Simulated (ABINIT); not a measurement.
Write the native input for ABINIT 10.8.3 (patched build) that does the following.

```
Task                : single point
Functional          : PBEsol
Potentials or basis : PseudoDojo NC SR PBEsol v0.4.1 standard
Cutoff              : 1034 eV
k mesh              : 10 × 10 × 8
Occupations         : fermi-dirac, width 0.05 eV
Spin                : no spin polarisation
```

The system is ZrB2.

```xyz
3
Lattice="3.1700 0.0000 0.0000 -1.5850 2.7453 0.0000 0.0000 0.0000 3.5330" Properties=species:S:1:pos:R:3 pbc="T T T"
Zr    0.0000    0.0000    0.0000
B     1.5850    0.9151    1.7665
B     0.0000    1.8302    1.7665
```

One way to write it, as run:

run.abi

```
# Pseudopotentials
pp_dirpath "./"
pseudos "Zr.upf, B.upf"

# Structure
acell 3*1.0 Angstrom
rprim
     3.1700000000     0.0000000000     0.0000000000
    -1.5850000000     2.7453005300     0.0000000000
     0.0000000000     0.0000000000     3.5330000000
ntypat 2
znucl 40 5
natom 3
typat 1 2 2
xcart
     0.0000000000     0.0000000000     0.0000000000
     1.5850000002     0.9151001766     1.7665000000
    -0.0000000002     1.8302003534     1.7665000000 Angstrom

# Plane-wave basis
ecut 38.0

# k points
kptopt 1
ngkpt 10 10 8
nshiftk 1
shiftk 0.0 0.0 0.0

# Exchange and correlation
ixc -116133

# Bands and occupations
nband 13
occopt 3
tsmear 0.05 eV

# SCF cycle
nstep 100
tolvrs 1.0e-10

# Output
iomode 3
prtwf 0
prtden 0
prteig 0
prtebands 0
enunit 2
```

Potentials or basis: PseudoDojo NC SR PBEsol v0.4.1 standard.

Command:

```sh
$ abinit run.abi > log 2>&1
```

It gave:

```yaml
Pressure: -3.7 GPa
Band_gap_on_the_k_mesh: none (metal or under the smearing width)
Valence_electrons_inside_the_program's_atomic_spheres: Zr 8.44; B 2.63
```

Wall time 37 s on 1 thread of Intel(R) Xeon(R) 6975P-C (Granite Rapids), with other jobs on the host, peak memory 0.09 GiB.
